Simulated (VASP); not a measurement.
# Ni (Fm-3m) in VASP: relaxation of cell and atoms with r2SCAN

Aim: the relaxation of cell and atoms of Ni with r2SCAN.

All numbers are computed with VASP 6.6.1; they aren't measurements. Logs are shortened: lines on timing, memory, paths and dates and some standing lists are left out, and cuts for length are marked.

## Step 1: The structure

The structure is cubic, space group Fm-3m (No. 225). The conventional cell has a = 3.524 Å, b = 3.524 Å, c = 3.524 Å, α = 90.00°, β = 90.00°, γ = 90.00°. Ni (site symmetry m-3m) is surrounded by 12 Ni at 2.49 Å.

## Step 2: Relaxation of cell and atoms, r2SCAN, collinear spin, ferromagnetic start

File INCAR:

```
SYSTEM = Ni
PREC = Accurate ; ENCUT = 600
EDIFF = 1E-7 ; ISMEAR = 0
SIGMA = 0.1 ; LREAL = .False.
LASPH = .True. ; NELM = 120
ALGO = Normal ; ISIF = 3
LWAVE = .False. ; LCHARG = .False.
ISPIN = 2 ; MAGMOM = 0.8
LORBIT = 11 ; LMAXMIX = 4
METAGGA = R2SCAN ; LMIXTAU = .True.
IBRION = 2 ; NSW = 80
EDIFFG = -0.004
```

File KPOINTS:

```
Automatic mesh
0
Gamma
  20 20 20
  0 0 0
```

File POSCAR:

```
Ni
1.0
    0.0000000000      1.7619350000      1.7619350000
    1.7619350000      0.0000000000      1.7619350000
    1.7619350000      1.7619350000      0.0000000000
Ni
1
Direct
    0.0000000000      0.0000000000      0.0000000000
```

Potentials or basis: VASP PAW PBE potentials, release 64 (Ni).

Started as:

```bash
> cat potpaw_PBE.64/Ni/POTCAR > POTCAR
> mpirun -np 1 vasp_std > vasp.out
```

OUTCAR:

```text
SYSTEM = Ni
   PREC = Accurate
   ENCUT = 600
   EDIFF = 1E-7
   ISMEAR = 0
   LREAL = .False.
   LASPH = .True.
   NELM = 120
   ISIF = 3
   ISPIN = 2
   LORBIT = 11
   METAGGA = R2SCAN
   IBRION = 2
   NSW = 80
   EDIFFG = -0.004

 ion  position               nearest neighbor table
   1  0.000  0.000  0.000-

  LATTYP: Found a face centered cubic cell.
 ALAT       =     3.5238700000

  Lattice vectors:

 A1 = (   0.0000000000,   1.7619350000,   1.7619350000)
 A2 = (   1.7619350000,   0.0000000000,   1.7619350000)
 A3 = (   1.7619350000,   1.7619350000,   0.0000000000)

Analysis of symmetry for initial positions (statically):
=====================================================================
 Subroutine PRICEL returns:
 Original cell was already a primitive cell.

 Routine SETGRP: Setting up the symmetry group for a
 face centered cubic supercell.

 Subroutine GETGRP returns: Found 48 space group operations
 (whereof 48 operations were pure point group operations)
 out of a pool of 48 trial point group operations.

The static configuration has the point symmetry O_h .

Analysis of symmetry for dynamics (positions and initial velocities):
=====================================================================
 Subroutine PRICEL returns:
 Original cell was already a primitive cell.

 Routine SETGRP: Setting up the symmetry group for a
 face centered cubic supercell.

 Subroutine GETGRP returns: Found 48 space group operations
 (whereof 48 operations were pure point group operations)
 out of a pool of 48 trial point group operations.

The dynamic configuration has the point symmetry O_h .

Analysis of structural, dynamic, and magnetic symmetry:
=====================================================================
 Subroutine PRICEL returns:
 Original cell was already a primitive cell.

 Routine SETGRP: Setting up the symmetry group for a
 face centered cubic supercell.

 Subroutine GETGRP returns: Found 48 space group operations
 (whereof 48 operations were pure point group operations)
 out of a pool of 48 trial point group operations.

The overall configuration has the point symmetry O_h .

 Subroutine INISYM returns: Found 48 space group operations
 (whereof 48 operations are pure point group operations),
 and found     1 'primitive' translations

----------------------------------------------------------------------------------------

[... 108 lines left out ...]
   IMIX   =      4    mixing-type and parameters
     AMIX     =   0.40;   BMIX     =  1.00
     AMIX_MAG =   1.60;   BMIX_MAG =  1.00
  volume/ion in A,a.u.               =      10.94        73.82
  Fermi-wavevector in a.u.,A,eV,Ry     =   1.588821  3.002436 34.345893  2.524352
  Thomas-Fermi vector in A             =   2.687765
   LORBIT       =     11    0 simple, 1 ext, 2 COOP (PROOUT), +10 PAW based schemes
   METAGGA = R2SCAN    functional components
   LHFCALC =     F    Hartree Fock is set to
   AEXX    =    0.0000 exact exchange contribution
   IVDW    =     0    specifies the selected vdW correction
   LEPSILON=     F    determine dielectric tensor
   LRPA    =     F    only Hartree local field effects (RPA)
 conjugate gradient relaxation of ions
 spin polarized calculation
 Gauss-broadening in eV      SIGMA  =   0.10
  energy-cutoff  :      600.00
  volume of cell :       10.94
 maximum number of plane-waves:       380
   NGX =  9   NGY =  9   NGZ =  9

--------------------------------------- Ionic step        1  -------------------------------------------

 number of electron      10.0000010 magnetization       0.7494348

 Free energy of the ion-electron system (eV)
  ---------------------------------------------------
  ext. energy  EPLUGINS =         0.00000000
  ---------------------------------------------------
  free energy    TOTEN  =       -11.93672280 eV

  energy without entropy =      -11.92985833  energy(sigma->0) =      -11.93329056

------------------------ aborting loop because EDIFF is reached ----------------------------------------

  FORCE on cell =-STRESS in cart. coord.  units (eV):
  Direction    XX          YY          ZZ          XY          YZ          ZX
  --------------------------------------------------------------------------------------
  -------------------------------------------------------------------------------------
  Total       -0.5105698     -0.5105698     -0.5105698      0.0000000      0.0000000      0.0000000
  in kB      -74.7766639    -74.7766639    -74.7766639      0.0000000      0.0000000      0.0000000
  external PRESSURE =     -74.7766639 kB  Pullay stress =       0.0000000 kB
[... 22 lines left out ...]
--------------------------------------- Ionic step        2  -------------------------------------------

 number of electron       9.9999992 magnetization       0.6937639

 E-fermi :  10.3221     XC(G=0): -14.8650

 val. band max:       10.3217395551   @ k =  -0.4000   0.1500   0.0000
 cond. band min:      10.3248094321   @ k =   0.3500   0.2500   0.1000
 fundamental gap:      0.0030698770
 Fermi energy:        10.3221032900

 spin component 1

 k-point     1 :       0.0000    0.0000    0.0000
  band No.  band energies     occupation
      1       0.4157      1.00000
      2       7.2330      1.00000
      3       7.2330      1.00000
      4       7.2330      1.00000
      5       8.6327      1.00000
      6       8.6327      1.00000
      7      35.4774      0.00000
      8      40.1964      0.00000
      9      40.1965      0.00000
[... 707 lines left out ...]
--------------------------------------- Ionic step        6  -------------------------------------------

 number of electron      10.0000001 magnetization       0.7250272

 Free energy of the ion-electron system (eV)
  ---------------------------------------------------
  ext. energy  EPLUGINS =         0.00000000
  ---------------------------------------------------
  free energy    TOTEN  =       -11.94661856 eV

  energy without entropy =      -11.93964835  energy(sigma->0) =      -11.94313346

 E-fermi :   9.7900     XC(G=0): -14.6129

 val. band max:        9.7896843593   @ k =  -0.4000   0.1000   0.0000
 cond. band min:       9.7904294535   @ k =  -0.4000   0.0500   0.0000
 fundamental gap:      0.0007450942
 Fermi energy:         9.7899875811

 spin component 1

 k-point     1 :       0.0000    0.0000    0.0000
  band No.  band energies     occupation
      1       0.1442      1.00000
      2       6.7605      1.00000
      3       6.7605      1.00000
      4       6.7605      1.00000
      5       8.1043      1.00000
      6       8.1043      1.00000
      7      34.6179      0.00000
      8      39.0342      0.00000
      9      39.0343      0.00000
[... 596 lines left out ...]
  FREE ENERGIE OF THE ION-ELECTRON SYSTEM (eV)
  ---------------------------------------------------
  free  energy   TOTEN  =       -11.9466185614 eV

  energy  without entropy=      -11.9396483509  energy(sigma->0) =      -11.94313346

 reached required accuracy - stopping structural energy minimisation

 total charge

# of ion       s       p       d       tot
------------------------------------------
    1        0.529   0.549   8.328   9.405

 magnetization (x)

# of ion       s       p       d       tot
------------------------------------------
    1       -0.010  -0.043   0.796   0.744
```

OSZICAR:

```text
N       E                     dE             d eps       ncg     rms          rms(c)
DAV:   1     0.194435647506E+02    0.19444E+02   -0.55059E+03  9312   0.166E+03
DAV:   2    -0.137854037044E+02   -0.33229E+02   -0.32168E+02  9301   0.184E+02
DAV:   3    -0.143070634275E+02   -0.52166E+00   -0.52059E+00 10698   0.312E+01
[... 63 lines left out ...]
       N       E                     dE             d eps       ncg     rms          rms(c)
DAV:   1    -0.119466334802E+02   -0.16309E-04   -0.23600E-04  9649   0.270E-01    0.326E-02
DAV:   2    -0.119466223949E+02    0.11085E-04   -0.22491E-04  9781   0.232E-01    0.191E-02
DAV:   3    -0.119466184741E+02    0.39208E-05   -0.39020E-05  9612   0.973E-02    0.637E-03
DAV:   4    -0.119466185614E+02   -0.87272E-07   -0.80948E-07  9475   0.822E-03
   6 F= -.11946619E+02 E0= -.11943133E+02  d E =-.650348E-05  mag=     0.7249
```

Run time: 17 min. Hardware: 1 thread of Intel Xeon Platinum 8375C at 2.90GHz (Ice Lake), shared host; peak memory 0.2 GiB.

What came out:

```
Free energy                                           : -11.9466 eV
Relaxed volume                                        : 10.53 Å³/atom
Relaxed cell                                          : a = 2.460 Å, b = 2.460 Å, c = 2.460 Å, α = 60.00°, β = 60.00°, γ = 60.00°
Space group after relaxing (to 0.05 Å)                : Fm-3m (No. 225)
Energy gained by relaxing                             : 9.9 meV/atom
Ionic steps                                           : 6
Pressure after relaxing                               : 0.0 GPa
Band gap on the k mesh                                : none (metal or under the smearing width)
Net moment                                            : 0.73 μB per cell
Site moments                                          : Ni +0.74 μB
Valence electrons inside the program's atomic spheres : Ni 9.40
```

The path:
```
step  energy change (eV)  largest force (eV/Å)  pressure (GPa)  volume (Å³)
   1              0.0000                0.0000           -7.48        10.94
   2             -0.0004                0.0000            8.37        10.15
   3             -0.0099                0.0000           -0.28        10.53
   4             -0.0099                0.0000            0.14        10.52
   5             -0.0099                0.0000           -0.11        10.53
   6             -0.0099                0.0000            0.03        10.53
```

Final structure:
```xyz
1
Lattice="0.0000 1.7396 1.7396 1.7396 0.0000 1.7396 1.7396 1.7396 0.0000" Properties=species:S:1:pos:R:3 pbc="T T T"
Ni    0.0000    1.7396    1.7396
```

Caveat: the PAW data sets were made with another functional, which shifts forces and pressure a little.
